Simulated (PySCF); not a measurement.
Molecule: SMILES O=C1CCCO1, C$_{4}$H$_{6}$O$_{2}$.

Geometry:
```json
{"atom": "O1", "x (Å)": "2.223", "y (Å)": "-1.374", "z (Å)": "0.207"}
{"atom": "C2", "x (Å)": "1.176", "y (Å)": "-0.822", "z (Å)": "0.056"}
{"atom": "C3", "x (Å)": "0.850", "y (Å)": "0.653", "z (Å)": "0.214"}
{"atom": "C4", "x (Å)": "-0.665", "y (Å)": "0.661", "z (Å)": "0.331"}
{"atom": "C5", "x (Å)": "-1.034", "y (Å)": "-0.575", "z (Å)": "-0.486"}
{"atom": "O6", "x (Å)": "0.052", "y (Å)": "-1.475", "z (Å)": "-0.317"}
{"atom": "H7", "x (Å)": "1.202", "y (Å)": "1.168", "z (Å)": "-0.696"}
{"atom": "H8", "x (Å)": "1.399", "y (Å)": "1.080", "z (Å)": "1.063"}
{"atom": "H9", "x (Å)": "-0.966", "y (Å)": "0.523", "z (Å)": "1.381"}
{"atom": "H10", "x (Å)": "-1.146", "y (Å)": "1.576", "z (Å)": "-0.042"}
{"atom": "H11", "x (Å)": "-1.139", "y (Å)": "-0.338", "z (Å)": "-1.559"}
{"atom": "H12", "x (Å)": "-1.952", "y (Å)": "-1.077", "z (Å)": "-0.152"}
```

Geometry PBE0-D3(BJ)/def2-SVP throughout; GIAO in PySCF 2.14, gas phase, one conformer, non-relativistic; equivalent atoms averaged; basis pcSseg-2.

Question: How do the shifts δ (against H2O, TMS at the same level) depend on the functional? (ppm; last column core-seconds on shared hosts with different chips, so compare them loosely; the GGAs took longer than the global hybrids here, which isn't the general rule, and the cause wasn't traced)

Answer: 
```csv
functional,kind,O1,O6,C2,C5,C3,C4,H11/H12,H7/H8,H9/H10,core-s
HF,Hartree–Fock,407.8,174.0,182.8,62.7,27.6,23.8,3.83,2.15,1.85,17
LDA,LDA,428.5,248.3,184.4,73.4,31.3,27.6,4.26,2.24,2.14,37
PBE,GGA,412.3,238.7,179.5,72.3,31.0,28.3,4.18,2.19,2.09,45
BLYP,GGA,413.2,238.7,180.5,73.3,31.6,29.3,4.21,2.20,2.10,45
BP86,GGA,409.5,235.7,179.2,72.2,31.0,28.3,4.17,2.19,2.08,45
OPBE,GGA,397.0,230.6,173.2,70.2,30.3,27.6,4.12,2.18,2.06,45
KT2,GGA,386.4,225.5,171.8,70.3,28.9,27.7,4.17,2.16,2.09,78
KT3,GGA,382.5,223.6,170.1,70.0,29.4,28.1,4.13,2.17,2.07,42
B97-D,GGA,396.0,228.3,175.4,71.6,30.9,28.6,4.17,2.19,2.08,41
B3LYP,global hybrid,418.9,225.7,183.0,71.2,31.0,28.0,4.11,2.20,2.04,30
PBE0,global hybrid,418.3,222.3,182.3,69.8,30.3,26.8,4.07,2.18,2.01,29
mPW1PW91,global hybrid,419.0,221.7,182.5,69.9,30.5,27.0,4.05,2.18,2.00,29
WP04,global hybrid,410.0,222.0,183.6,72.5,32.7,29.1,3.97,2.21,1.98,30
B97-2,global hybrid,406.7,218.5,179.2,69.6,30.3,27.2,4.06,2.18,2.01,28
BHandHLYP,global hybrid,420.9,206.5,184.7,68.1,29.9,26.3,4.00,2.19,1.97,28
CAM-B3LYP,range-separated hybrid,422.8,219.4,186.0,70.5,30.9,27.1,4.10,2.21,2.02,43
wB97X-D,range-separated hybrid,419.2,215.7,183.7,69.7,30.9,26.8,4.02,2.18,1.97,38
LC-wPBE,range-separated hybrid,420.6,211.5,187.7,69.4,30.9,25.7,4.01,2.19,1.97,51
```

Question: Which nucleus moves most, in ppm?

Answer: O6 (ester alkoxy oxygen): from 174.0 ppm with HF to 248.3 ppm with LDA. The smallest spread is 0.10 ppm, at H7/H8. Proton shifts span only some 12 ppm, so a few tenths of a ppm matter as much there as several ppm in carbon.
